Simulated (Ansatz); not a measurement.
**Be3N2 (P-3m1): following an unstable mode**

Aim: this structure of Be3N2 (P-3m1) is to be tested for unstable modes, and one is followed downhill.

Main program and level: Ansatz 0.2.0; DFT PBEsol, scalar-relativistic, plane waves, PAW.

Most raw output is cut from this account.

### 1. Set-up

It takes space group P-3m1 (No. 164, trigonal). Conventional cell: a = 2.805 Å, b = 2.805 Å, c = 4.633 Å, α = 90.00°, β = 90.00°, γ = 120.00°. Be has 6 N at 2.00 Å nearest. Nearest to Be lie 4 N at 1.68 to 1.84 Å. Nearest to N lie 7 Be at 1.68 to 2.00 Å. Farther neighbours and most contacts between anions are not listed.

### 2. Response at finite wavevector

The cell comes from relaxations at this level that are not shown. Stability and thermal properties need the whole zone. Linear response on a 4×4×4 q mesh gives force constants as far as a supercell of that size would, and the tensors from the zone-centre run are typed in so that the long-range dipole term is interpolated apart.

File input.yaml:

```yaml
crystal:
  lattice:
    - [2.8050806161, 0.0, 0.0]
    - [-1.4025403081, 2.4292710732, 0.0]
    - [0.0, 0.0, 4.6328422625]
  atoms:
    - { symbol: Be, position: [0.0, 0.0, 0.0] }
    - { symbol: Be, position: [0.6666666667, 0.3333333333, 0.6490792928] }
    - { symbol: Be, position: [0.3333333333, 0.6666666667, 0.3509207072] }
    - { symbol: "N", position: [0.3333333333, 0.6666666667, 0.7476525402] }
    - { symbol: "N", position: [0.6666666667, 0.3333333333, 0.2523474598] }
kpoints:
  mp_grid: { grid: [12, 12, 8] }
hamiltonian:
  xc: pbesol
scf:
  occupations: { method: fixed }
output:
  eigenvalues: true
phonons:
  method: dfpt
  qmesh: [4, 4, 4]
  temperatures: { t_max: 1000, t_step: 50 }
  qpath:
    path:
      - [[0.0, 0.0, 0.0], [0.5, 0.0, 0.0], [0.33333333, 0.33333333, 0.0], [0.0, 0.0, 0.0], [0.0, 0.0, 0.5], [0.5, 0.0, 0.5], [0.33333333, 0.33333333, 0.5], [0.0, 0.0, 0.5]]
      - [[0.5, 0.0, 0.5], [0.5, 0.0, 0.0]]
      - [[0.33333333, 0.33333333, 0.5], [0.33333333, 0.33333333, 0.0]]
    npoints: 10
  non_analytic_term:
    high_frequency_dielectric_tensor: [[5.0152, 0.0, 0.0], [0.0, 5.0152, 0.0], [0.0, 0.0, 5.6089]]
    born_effective_charges:
      - { species: Be, tensor: [[2.2979, 0.0, 0.0], [0.0, 2.2979, 0.0], [0.0, 0.0, 2.5048]] }
      - { species: Be, tensor: [[1.5949, 0.0, 0.0], [0.0, 1.5949, 0.0], [0.0, 0.0, 1.6507]] }
      - { species: Be, tensor: [[1.5949, 0.0, 0.0], [0.0, 1.5949, 0.0], [0.0, 0.0, 1.6507]] }
      - { species: "N", tensor: [[-2.7439, 0.0, 0.0], [0.0, -2.7439, 0.0], [0.0, 0.0, -2.9031]] }
      - { species: "N", tensor: [[-2.7439, 0.0, 0.0], [0.0, -2.7439, 0.0], [0.0, 0.0, -2.9031]] }
    source: "zone-centre run at this cell"
```

On the command line:

```sh
ansatz run input.yaml --threads 4 --pin off --max-ram 7168MiB --backend cpu --events-out ev --progress --plain --runs-dir out
```

Elapsed: 7.4 min, on 4 threads of Arm Neoverse V1, shared host; peak memory 1.4 GiB; 29 min of CPU time.

Numbers from this step:

* gap on the k-mesh: 4.224 eV
* volume per atom: 6.314 Å³
* sum-rule residual before enforcement: 3.35e-4 eV/Å²
* lowest frequency on the path: -213.9 cm⁻¹
* point group: -3m
* highest frequency on the path or at a solved wavevector: 1090 cm⁻¹
* highest optical mode at the zone centre (no LO-TO term): 817.6 cm⁻¹
* lowest optical zone-centre mode: -90.3 cm⁻¹
* lowest mode on the q mesh (acoustic modes at Γ apart): -213.9 cm⁻¹

Frequencies (cm⁻¹) solved at each irreducible wavevector; negative means imaginary. Frequencies by wavevector, by row:

```tsv
q in reciprocal lattice units	star	mode 1	mode 2	mode 3	mode 4	mode 13	mode 14	mode 15
0 0 0	1	-90.3	-90.3	0	0	809.1	817.6	817.6
0 0 0.25	2	-76.7	-76.7	103.6	103.6	817.6	818.5	887.4
0 0 -0.5	1	-68.6	-68.6	153.7	153.7	817.5	837.1	882.9
0 0.25 0	6	-72.2	114.4	238.3	304.1	817.5	914.5	1052
0 0.25 0.25	6	-156.3	-62.1	259.1	303.1	816.2	914.8	1059
0 0.25 -0.5	6	-206.8	-43	300	366.9	813.3	954.5	1021
0 0.25 -0.25	6	-182.9	182.7	273.2	323.6	814.7	962.3	1007
0 -0.5 0	3	79.3	142.7	308.1	318.3	817.5	929.6	943.6
0 -0.5 0.25	6	-161.8	96	291.7	381.8	813.6	894.3	1003
0 -0.5 -0.5	3	-213.9	-39.5	270.9	436.3	808.9	884.5	1036
0.25 0.25 0	6	-144.8	63.1	249.8	436.9	845.8	870.3	957.8
0.25 0.25 0.25	12	-89.7	146.9	207.6	411.6	838.9	906	961.5
0.25 0.25 -0.5	6	70.2	140.9	220.7	408.6	833.3	949.1	951
```

Interpolated from a 4×4×4 q mesh, with the LO-TO term (at Γ the limit along the path; where Γ stands inside the path, tables give the limit on arrival). Phonon branches along the path, in cm⁻¹:

```tsv
point	branch 1	branch 2	branch 3	branch 4	branch 12	branch 13	branch 14	branch 15
Γ	-90	0	0	0	809	818	818	1090
halfway	-72	114	238	304	783	818	914	1052
M	79	143	308	318	767	818	930	944
halfway	-79	-24	246	451	776	843	904	920
K	-119	128	128	467	780	858	883	883
halfway	-173	141	313	346	789	825	906	1031
Γ	-90	0	0	0	809	818	818	1090
halfway	-77	-77	104	104	818	818	818	887
A	-69	-69	154	154	818	818	837	883
halfway	-207	-43	300	367	785	813	954	1021
L	-214	-40	271	436	788	809	885	1036
halfway	-82	106	250	413	801	828	891	989
H	175	175	209	417	810	847	914	914
halfway	-125	-95	268	386	787	817	982	989
A	-69	-69	154	154	818	818	837	883
jump to L	-214	-40	271	436	788	809	885	1036
halfway	-162	96	292	382	786	814	894	1003
M	79	143	308	318	767	818	930	944
jump to H	175	175	209	417	810	847	914	914
halfway	116	154	154	444	795	854	898	898
K	-119	128	128	467	780	858	883	883
```

Symmetry leaves 13 wavevectors to solve. The lowest mode among them, the acoustic zeros apart, lies at q = (0, -0.5, -0.5) and is imaginary, 213.9i cm⁻¹, so the energy falls along it.

### 3. The mode frozen in, largest atomic shift 0 Å

The mode followed lies at Γ with frequency 90.3i cm⁻¹ and is 2-fold degenerate, one of the unstable modes though not the softest. At small amplitude the distorted cell has space group no. 1 by a symmetry search on the positions. The undistorted cell that holds it gives the zero of energy on the same k mesh.

input.yaml, the sections that differ from step 2:

```yaml
scf:
  occupations: { method: gaussian, width: 0.02 }
output:
  forces: true
  stress: true
  eigenvalues: true
# crystal, kpoints, hamiltonian: as in step 2
# phonons: removed
```

Run time: 0.91 s. Hardware: 4 threads; peak memory 0.33 GiB.

Numbers from this step:

- pressure: -0.002921 GPa
- energy from the undistorted cell: 0 meV/atom

At this level the gap is 4.22 eV on the k-mesh of the self-consistent run, which can miss the band edges.

### 4. The mode frozen in, largest atomic shift 0.14 Å

The atoms are moved along the unstable eigenvector, the largest shift by 0.14 Å, with the cell fixed.

input.yaml, the sections that differ from step 3:

```yaml
crystal:
  lattice:
    - [2.8050806161, 0.0, 0.0]
    - [-1.4025403081, 2.4292710732, 0.0]
    - [0.0, 0.0, 4.6328422625]
  atoms:
    - { symbol: Be, position: [-0.0544342127, -0.0436073313, 0.0] }
    - { symbol: Be, position: [0.6739532361, 0.3391706153, 0.6490792928] }
    - { symbol: Be, position: [0.3406199028, 0.6725039486, 0.3509207072] }
    - { symbol: "N", position: [0.3461567536, 0.6769395283, 0.7476525402] }
    - { symbol: "N", position: [0.6794900869, 0.343606195, 0.2523474598] }
# kpoints, hamiltonian, scf, output: as in step 3
```

It took 5.7 s on 4 threads; peak memory 0.56 GiB; 22 s of CPU time.

This step gave:

```yaml
pressure: 1.008 GPa
gap_on_the_k_mesh: 4.223 eV
energy_from_the_undistorted_cell: -0.192 meV/atom
```

The energy, extrapolated to zero smearing, is -0.19 meV/atom against the undistorted cell.

The run ends at a pressure of 1.01 GPa, with forces up to 0.072 eV/Å.

### 5. Energy along the mode, all amplitudes (two of the runs are shown above)

An imaginary frequency means negative curvature, so the energy should fall and then rise again as anharmonic terms take over.

Numbers from this step:

```yaml
depth_at_the_lowest_point_sampled: 0.192 meV/atom
largest_atomic_shift_at_that_point: 0.14 Å
```

Energy from the parent against largest atomic shift:

```tsv
largest atomic shift (Å)	energy from the parent (meV/atom)
0.000	0
0.040	-0.049
0.080	-0.161
0.140	-0.192
0.220	1.08
0.320	7.98
```

Displacement at unit largest shift by atom:

```tsv
atom	x (Å)	y (Å)	z (Å)	size
Be1	-0.65	-0.76	0.00	1.00
Be2	0.09	0.10	0.00	0.13
Be3	0.09	0.10	0.00	0.13
N4	0.15	0.18	0.00	0.24
N5	0.15	0.18	0.00	0.24
```

The lowest of the steps tried is at 0.14 Å, 0.192 meV/atom below the parent; the bottom of the well need not coincide with a step.

### 6. Relaxation from the frozen mode

Starting from the lowest point found, all atoms and the cell are let go, so that strain and other modes of the same symmetry can join in.

input.yaml, as its differences from that of step 4:

```diff
@@ -16,3 +16,3 @@
 scf:
-  occupations: { method: gaussian, width: 0.02 }
+  occupations: { method: fixed }
 output:
@@ -21 +21,6 @@
   eigenvalues: true
+relax:
+  adjacent_minimum: "off"
+  f_tol: 0.002
+  max_steps: 120
+  cell: { stress_tol: 0.03 }
```

The job ended after 2.1 min (4 threads; peak memory 0.61 GiB).

The steps of the relaxation:

```tsv
step	energy less that of the first step (eV)	largest force component (eV/Å)	pressure (GPa)	volume (Å³)
1	0.0000	0.0597	1.01	31.57
2	-0.0009	0.0323	0.50	31.65
3	-0.0010	0.0303	-0.01	31.72
4	-0.0042	0.0381	-0.16	31.78
5	-0.0235	0.0521	0.06	32.13
6	0.0756	0.8166	1.25	32.56
7	-0.0277	0.0411	0.59	32.20
8	-0.0283	0.0048	0.03	32.29
9	-0.0283	0.0005	0.00	32.30
10*	-0.0388	0.0017	0.44	32.30
11	-0.0393	0.0048	0.04	32.44
12	-0.0392	0.0006	0.00	32.45
13*	-0.0399	0.0007	0.01	32.45
14	-0.0399	0.0001	0.00	32.46
15*	-0.0399	0.0001	0.00	32.46
```

Relaxation steps marked * repeat the geometry before them on a plane-wave basis chosen anew for their cell, so energy and pressure can jump there. Relaxation step 6 was tried and not accepted.

```tsv
cell as run	before	after	change
a (Å)	2.805	2.777	-1.0 %
b (Å)	2.805	2.777	-1.0 %
c (Å)	4.633	4.681	+1.0 %
α (°)	90.00	95.38	+6.0 %
β (°)	90.00	84.62	-6.0 %
γ (°)	120.00	115.24	-4.0 %
volume (Å³/atom)	6.31	6.49	+2.8 %
```

The atoms that moved most (Å, as changes of fractional coordinates times the final cell):

```tsv
atom	dx	dy	dz	length
N4	-0.102	0.127	-0.022	0.164
Be1	-0.059	-0.151	0.001	0.162
N5	0.148	-0.018	0.021	0.151
Be2	-0.025	0.039	-0.027	0.054
Be3	0.039	0.003	0.026	0.047
```

Final coordinates:

```xyz
5
Lattice="2.7715 0.1173 0.1334 -1.2842 2.4589 -0.1334 0.2203 -0.1272 4.6743" Properties=species:S:1:pos:R:3 pbc="T T T"
Be   -0.1542   -0.2644   -0.0001
Be    1.5501    0.8700    3.0518
Be    0.1964    1.6516    1.6224
N     0.1526    1.7367    3.4284
N     1.6457    0.8746    1.2458
```

Numbers from this step:

```
pressure          : 0.002436 GPa
gap on the k-mesh : 3.677 eV
volume per atom   : 6.492 Å³
```

The distorted start has space group P1; the relaxation ends in C2.

### 7. The new phase in its own primitive cell

The relaxed structure is symmetrised, reduced to its primitive cell and relaxed tightly, as its phonons need.

File input.yaml:

```yaml
crystal:
  lattice:
    - [2.3453494863, -1.4873846269, 0.0]
    - [2.3453494863, 1.4873846269, 0.0]
    - [-0.519829189, 0.0, 4.6523039957]
  atoms:
    - { symbol: Be, position: [0.8973930958, 0.1026069042, 0.5] }
    - { symbol: Be, position: [0.6731779181, 0.644982605, 0.8561808578] }
    - { symbol: Be, position: [0.355017395, 0.3268220819, 0.1438191422] }
    - { symbol: "N", position: [0.3341338809, 0.271111401, 0.7552778847] }
    - { symbol: "N", position: [0.728888599, 0.6658661191, 0.2447221153] }
kpoints:
  mp_grid: { grid: [8, 8, 6] }
hamiltonian:
  xc: pbesol
scf:
  occupations: { method: fixed }
output:
  forces: true
  stress: true
  eigenvalues: true
relax:
  adjacent_minimum: "off"
  f_tol: 0.001
  max_steps: 60
  cell: { stress_tol: 0.01 }
```

Run time: 3.8 s. Hardware: 4 threads; peak memory 0.36 GiB; 14 s of CPU time.

Little changed from the start: no atom moved by 0.005 Å and no cell edge by 0.1 %.

Numbers from this step:

| Quantity | Value |
| --- | --- |
| pressure | 8.29e-4 GPa |
| direct gap on mesh | 4.944 eV |

The largest force component left is 0.28 meV/Å and the pressure is 0.001 GPa, within the tolerances set. The cell now holds 6.49 Å³/atom.

### 8. Modes of the new phase, k-mesh 8×8×6

A relaxed structure may still be a saddle point, so its zone-centre modes are computed. The response to a homogeneous field gives the Born charges and the dielectric tensor, and its change with displacement the Raman tensors.

input.yaml, as its differences from that of step 7:

```diff
@@ -18,9 +18,7 @@
 output:
-  forces: true
-  stress: true
   eigenvalues: true
-relax:
-  adjacent_minimum: "off"
-  f_tol: 0.001
-  max_steps: 60
-  cell: { stress_tol: 0.01 }
+phonons:
+  method: dfpt
+  dielectric: true
+  rigid_motions: translations
+  raman: true
```

Run time: 3.5 min. Hardware: 4 threads; peak memory 2.3 GiB.

Numbers from this step:

| Quantity | Value |
| --- | --- |
| sum-rule residual before enforcement | 1.30e-4 eV/Å² |
| miss of the charge sum rule | 0.001819 e |
| estimated error of the dielectric tensor | 0.01545 |
| estimated error of the Born charges | 0.01025 e |
| point group | 2 |
| highest optical mode at the zone centre (no LO-TO term) | 894.8 cm⁻¹ |
| lowest optical zone-centre mode | 171.2 cm⁻¹ |
| mean high-frequency dielectric constant | 5.127 |
| largest Born charge (third of the trace) | -2.685 e |
| mean static dielectric constant | 34.56 |
| top of the zone-centre spectrum with the field | 1083 cm⁻¹ |

Without the LO-TO term. Patterns of degenerate modes are one choice out of their space. The modes at Γ (shares of kinetic energy by element, %):

```tsv
mode	frequency (cm⁻¹)	symmetry	Be %	N %
1	0.0	acoustic	49	51
2	0.0	acoustic	49	51
3	0.0	acoustic	49	51
4	171.2	B	79	21
5	299.5	A	86	14
6	421.5	A	28	72
7	435.4	B	24	76
8	506.7	B	68	32
9	620.8	A	52	48
10	685.1	A	72	28
11	729.1	B	64	36
12	799.6	A	43	57
13	838.6	A	70	30
14	842.4	B	71	29
15	894.8	B	96	4
```

Displacements in mode 4 (171.2 cm⁻¹), the largest set to 1:
```
Be1  1.00  0.00 -0.50
Be2 -0.18  0.02 -0.15
Be3 -0.18 -0.02 -0.15
N4  -0.20  0.08  0.26
N5  -0.20 -0.08  0.26
```

Displacements in mode 5 (299.5 cm⁻¹), the largest set to 1:
```
Be1  0.00  1.00  0.00
Be2  0.05 -0.14  0.14
Be3 -0.05 -0.14 -0.14
N4   0.03 -0.23 -0.02
N5  -0.03 -0.23  0.02
```

Optical modes at the zone centre, without and with the macroscopic field of the longitudinal modes; each column is sorted by frequency, so a row need not hold one and the same mode. Modes with and without the field, by row:

```tsv
rank among optical modes	no field (cm⁻¹)	q along (1, 0, 0) (cm⁻¹)	q along (0, 1, 0) (cm⁻¹)	q along (0, 0, 1) (cm⁻¹)
1	171.2	299.5	171.2	286.5
2	299.5	325.6	418.7	299.5
3	421.5	421.5	431.6	421.5
4	435.4	435.7	435.4	435.6
5	506.7	509.4	506.7	620.8
6	620.8	620.8	629.3	685.1
7	685.1	685.1	729.1	700.6
8	729.1	783.8	750	799.6
9	799.6	799.6	815.4	838.6
10	838.6	838.6	842.4	842.4
11	842.4	891.7	894.8	894.6
12	894.8	1083	1048	945.8
```

Born charge (rows field, columns displacement) (e), principal values of the symmetric part by kind of site:

```tsv
atom	atoms with these values	low	middle	high	mean
Be1	1	1.99	2.14	2.41	2.18
Be2	2	1.53	1.60	1.65	1.60
N4	2	-2.85	-2.72	-2.49	-2.69
```

In full for Be2:

```
 1.53  0.00 -0.02
 0.00  1.65  0.00
 0.02  0.00  1.61
```

High-frequency dielectric tensor:

```
 4.90  0.00 -0.18
 0.00  5.04  0.00
-0.18  0.00  5.44
```

Static dielectric tensor (ions relaxed, fixed cell):

```
 34.01   0.00 -27.64
  0.00  20.65   0.00
-27.64   0.00  49.03
```

Transverse modes. Lines of the infrared spectrum (strongest = 100):

```tsv
position (cm⁻¹)	label	relative intensity
171	B	76
300	A	46
422	A	0.1
435	B	0.3
507	B	100
621	A	8.4
685	A	42
729	B	64
800	A	14
839	A	26
842	B	44
895	B	3.0
```

Activity x (w_L - w)^4 (n + 1)/w, 532 nm, 300 K; modes without the macroscopic field alone. Lines of the Raman spectrum (strongest = 100):

```tsv
position (cm⁻¹)	label	relative intensity
171	B	100
300	A	85
422	A	9.1
435	B	19
507	B	0.1
621	A	23
685	A	9.3
729	B	1.5
800	A	3.9
839	A	1.8
842	B	0.5
895	B	2.0
```

Before it was imposed, the acoustic sum rule was missed by 1.3e-4 eV/Å² and the charge sum rule by 0.0018 e. Small misses are needed for a sound result but don't prove that mesh and cutoff are converged. The lowest optical mode is real, 171 cm⁻¹.

### 9. The phases reached

The phases reached along the modes that were followed are set side by side.

Energies are those of the first relaxation, on the mesh of the frozen mode; space group, volume and gap are those of the last relaxation. Phases, by row:

```tsv
mode frozen in	space group	energy from parent (meV/atom)	volume (Å³/atom)	gap on mesh (eV)	lowest zone-centre optical mode (cm⁻¹)	largest shift (Å)
parent	P-3m1	0	6.314	4.224	–	–
q = (0, -0.5, -0.5), 214i cm⁻¹	C2/c	-38.64	6.54	3.667	341.9	0.486
q = (0, 0, 0), 90i cm⁻¹	R3m	-141.1	6.76	2.85	354.7	0.692
q = (0, 0, 0), 90i cm⁻¹	C2	-8.17	6.49	3.677	171.2	0.298
q = (0, 0, 0), 90i cm⁻¹	C2	-8.17	6.49	3.677	171.2	0.298
```

### 10. What came out

```
unstable mode of the parent                                                      : q = (0, 0, 0), 90i cm⁻¹
depth at the lowest point sampled                                                : 0.192 meV/atom
largest atomic shift at that point                                               : 0.14 Å
space group reached (within 0.01 Å)                                              : C2
energy gained over the parent (first relaxation, on the mesh of the frozen mode) : 8.17 meV/atom
volume per atom, phase reached                                                   : 6.49 Å³
gap on the k-mesh, phase reached                                                 : 3.68 eV
lowest optical zone-centre mode, phase reached                                   : 171 cm⁻¹
highest optical mode at the zone centre (no LO-TO term), phase reached           : 895 cm⁻¹
```

Along this mode the structure falls into C2, 8.17 meV/atom below the parent. At the parent's cell the well is 0.192 meV/atom deep on the steps tried, with its lowest point at a shift of 0.14 Å. Relaxing atoms and cell changes the gain by +7.98 meV/atom against the lowest step (energies at zero smearing). Most of the total comes from this relaxation. The new phase has no imaginary mode at the zone centre of its cell; other wavevectors were not checked. How so shallow a well moves with the k mesh was not tested. Of the 4 patterns followed to their end from this parent, this one ends 133 meV/atom above the lowest, R3m. Each path keeps the symmetry of its pattern, so a lower phase may lie along a pattern not tried. The program warns that the interpolation holds no quadrupole term, so branches close to Γ can be off in this crystal.

[Logs are printed without paths, hosts, clocks, repeated set-up lines and the standing remarks that a program may print on its own settings, such as how far it seeks lower states.]

[Hosts, paths, dates, database ids (printed as entryN), source tags and the programs' standing remarks are cut or masked in the printed files.]
